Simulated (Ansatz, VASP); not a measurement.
One calculation of Cl, two programs

```xyz
4
Lattice="3.1252 -2.0072 0.0000 3.1252 2.0072 0.0000 0.0000 0.0000 8.1466" Properties=species:S:1:pos:R:3 pbc="T T T"
Cl    3.1252   -1.5080    4.9489
Cl    3.1252    1.5080    3.1977
Cl    3.1252   -0.4993    0.8756
Cl    3.1252    0.4993    7.2710
```

Alike in both runs: task single point; functional PBE; k mesh 8 × 8 × 4; no spin polarisation.

```csv
,VASP,Ansatz
version,VASP 6.6.1,Ansatz 0.2.0
potentials or method,"VASP PAW PBE potentials, release 64 (Cl)","plane waves, PAW"
plane-wave cutoff (eV),520,420
occupations,"gaussian, width 0.01 eV",fixed
valence electrons in the cell,28,28
```

|  | VASP | Ansatz | Ansatz less VASP |
| --- | --- | --- | --- |
| gap on the k mesh at the Fermi level (eV) | 2.25 | 2.20 | -0.047 |
| pressure (GPa) | 1.8 | 2.2 | +0.42 |
| largest component of the traceless stress (GPa) | 0.37 | 0.13 | -0.245 |
| rms of the force components (eV/Å) | 0.023 | 0.127 | +0.1042 |

Atom by atom the forces differ by 0.108 eV/Å (rms over components). One of these differences is far larger than is usual between the two programs; its cause wasn't traced.

A k mesh can miss the band edges.
